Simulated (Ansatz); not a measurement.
## CdS: pressure against volume scale

All results are calculated (Ansatz 0.2.0). Periodic Kohn-Sham DFT of a crystal at fixed atoms, scaled to volume_scale times the given cell; pressure positive in compression, energy less spherical unpolarised free atoms, largest_vzz the field gradient of largest size among the nuclei.

The cell before it is scaled or strained (space group F-43m, No. 216):
```
cell vectors (Å)
   0.0000     2.9430     2.9430
   2.9430     0.0000     2.9430
   2.9430     2.9430     0.0000
atoms (fractions of the cell vectors)
Cd  0.00000  0.00000  0.00000
S   0.75000  0.75000  0.75000
```

Settings of every row: method all-electron PAW; functional PBE; relativity scalar; k mesh 7x7x7; filling fermi-dirac; smearing width 0.02 eV; nucleus gaussian.

Atom start moment: 0 on all atoms.

```
row  volume scale  V (Å³/atom)  pressure (GPa)
  1          0.94       23.961           5.368
  2          0.98        24.98           2.432
  3          0.99       25.235               ?
  4          1.01       25.745           0.617
  5          1.02           26           0.075
  6          1.06       27.019          -1.818
```

Question: what pressure should row 3 give?

Worked fit of pressure. Take u = (V_r/V)^(2/3) − 1 with V_r = 25.745 Å³ an atom, which is twice the finite (Eulerian) strain; such expansions in the strain, on which the Birch-Murnaghan equation of state is built, carry the rest volume and the bulk modulus. The shown rows have u = 0.04904, 0.02031, 0, -0.00655, -0.03169. Least squares give pressure = 0.6152 + 84.64 × u + 249.72 × u² GPa; a straight line predicts inner rows, each left out in turn, worse (root mean square 0.19 against 0.0061 GPa). The rows lie off it by 0.001, -0.005, 0.002, 0.003, -0.002 (root mean square 0.0029 GPa). The pressure vanishes at u = -0.0074, or V = 26.03 Å³ an atom, and there the bulk modulus at fixed shape and fractions is B = −V dP/dV = (2/3)(1 + u) dP/du = 53.6 GPa. The withheld row has u = 0.01343, so the fit gives 0.6152 + 84.64 × (0.01343) + 249.72 × (0.01343)² = 1.797 GPa.

The calculation gave 1.794 GPa. The fit lies 0.003 GPa (0.042 % of the column's range) above it; its largest miss of a shown row is 0.005 GPa.
